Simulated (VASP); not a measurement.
# Au: kinetic-energy density

Au, Fm-3m (no. 225), 1 atom in the cell. PBE; PAW potentials Au (PBE set).

## Input

INCAR:
```
  PREC = Accurate
  ENCUT = 520
  EDIFF = 1E-7
  ISMEAR = 1
  SIGMA = 0.1
  LREAL = False
  LASPH = True
  ALGO = Normal
  NELM = 100
  ISIF = 2
  LWAVE = False
  LCHARG = True
  LTAU = True
```

KPOINTS:
```
k-points
0
Gamma
  9 9 9
```

POSCAR:
```
Au
1.0
    0.0000000000      2.0350000000      2.0350000000
    2.0350000000      0.0000000000      2.0350000000
    2.0350000000      2.0350000000      0.0000000000
Au
1
Direct
    0.0000000000      0.0000000000      0.0000000000
```

Commands:
```
cat potpaw_PBE.64/Au/POTCAR > POTCAR
mpirun -np 1 vasp_std > vasp.out
```

## Result

- Kinetic energy of the pseudo orbitals (eV): 230.52

VASP 6.6.1 took 5.6 s on 1 core (Intel Xeon Platinum 8488C (Sapphire Rapids)), a shared host.
